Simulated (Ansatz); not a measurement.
Runs of Ansatz 0.2.0 on Rb. Symmetry: Im-3m, No. 229, cubic system. Conventional cell: a = 5.605 Å, b = 5.605 Å, c = 5.605 Å, α = 90.00°, β = 90.00°, γ = 90.00°. 

| level | spin | k mesh | cutoff (eV) | mesh quality | gap on the mesh (eV) | pressure (GPa) |
| --- | --- | --- | --- | --- | --- | --- |
| r2SCAN | off | 4 × 4 × 4 | 500 | coarse | none | 0.3 |
| BLYP | off | 4 × 4 × 4 | 420 | coarse | none | 0.3 |
| PBEsol | SOC, no magnetisation | 7 × 7 × 7 | 420 | not flagged | none | -0.1 |
| RPBE | off | 4 × 4 × 4 | 420 | coarse | none | (a) |
| PBEsol | off | 7 × 7 × 7 | 420 | not flagged | none | -0.1 |
| LDA | off | 4 × 4 × 4 | 420 | coarse | none | -0.3 |
| revPBE | off | 4 × 4 × 4 | 420 | coarse | none | 0.4 |
| PBEsol | off | 4 × 4 × 4 | 420 | coarse | none | 0.0 |

Alike in all rows: task band structure; potentials or basis Ansatz PAW; cell as given; smearing fermi-dirac 0.05 eV.

Q: Fill in the values left out.

A: (a) 0.5.

Caveats: some runs use coarse meshes; the PAW data sets come from PBE, with cores solved anew for the run's functional, which leaves a small shift of forces and pressure.

A k mesh can miss the band edges, and rows without SOC leave out spin-orbit coupling on Rb.

A gap of «none» marks a metal or a gap under the smearing width.

Runs at the PBE level aren't shown here.
